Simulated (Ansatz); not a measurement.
**Co (bcc): energy against volume**

The calculation used DFT, BLYP, plane waves (420 eV) with PAW, scalar-relativistic in Ansatz 0.2.0. The PAW files were generated under PBE, with cores re-solved for the functional.

The cell is scaled uniformly from the relaxed one, with fractional coordinates and shape fixed. Energies are extrapolated to zero smearing, pressures are those at the given smearing. Magnetic state: ferromagnetic.

A Birch-Murnaghan fit gives V₀ = 11.60 Å³/atom, B₀ = 182 GPa, B₀′ = 4.7.

Q: What are the energy above the minimum and the pressure at 10.689 Å³/atom?

A: 48.1 meV/atom and 18.19 GPa as computed.

Q: What are the energy above the minimum and the pressure at 12.548 Å³/atom?

A: 38.2 meV/atom and -11.79 GPa as computed.

Q: What are the energy above the minimum and the pressure at 13.013 Å³/atom?

A: 78.4 meV/atom and -15.67 GPa as computed.
